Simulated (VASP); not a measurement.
The system is Pr.

```
Pr
1.0
    -2.19447    2.19447    1.88595
     2.19447   -2.19447    1.88595
     2.19447    2.19447   -1.88595
Pr
1
Direct
  0.00000 0.00000 0.00000
```

This isn't the form of Pr at room conditions, which is double hcp.

Base run:

| Quantity | Value |
| --- | --- |
| Program | VASP 6.6.1 |
| Functional | PBE |
| Potentials or basis | VASP PAW PBE potentials, release 64 (Pr) |
| Cutoff | 520 eV |
| k mesh | 9 × 9 × 9 |
| Occupations | fermi-dirac, width 0.05 eV |
| Spin | collinear spin, ferromagnetic start |
| Starting moments | [2.0] μB |

Its results: band gap on the k mesh none (metal or under the smearing width); pressure -1.7 GPa; net moment 2.92 μB per cell; site moments Pr +2.29 μB.

Q: The run is repeated on the same cell with these changes: occupations from fermi-dirac, width 0.05 eV to gaussian, width 0.1 eV. What comes out?

A: Band gap on the k mesh none (metal or under the smearing width); pressure -1.2 GPa; net moment 2.88 μB per cell; site moments Pr +2.29 μB.

Caveats: the magnetic or orbital state may not be the lowest; spin-orbit coupling is left out, which moves the levels of the heavy elements.
